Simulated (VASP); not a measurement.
Crystal: CdSe.

```
CELL_PARAMETERS angstrom
0.00000 3.04621 3.04621
3.04621 0.00000 3.04621
3.04621 3.04621 0.00000
ATOMIC_POSITIONS crystal
Cd 0.00000 0.00000 0.00000
Se 0.75000 0.75000 0.75000
```

Measurements of this composition are mostly on another form, of space group No. 186.

Base run:

- Program: VASP 6.6.1
- Functional: PBE
- Potentials or basis: VASP PAW PBE potentials, release 64 (Cd, Se)
- Cutoff: 520 eV
- k mesh: 6 × 6 × 6
- Occupations: gaussian, width 0.03 eV
- Spin: no spin polarisation

Its results: band gap on the k mesh 0.60 eV, direct; pressure 2.9 GPa.

**Question.** The run is repeated on the same cell with these changes: functional from PBE to HSE06. What comes out?

**Answer.** Band gap on the k mesh 1.56 eV, direct; pressure 1.6 GPa.

HSE06 gives the wider gap, since exact exchange removes part of the self-interaction.

Caveats: the PAW data sets were made with another functional, which shifts forces and pressure a little (some runs).
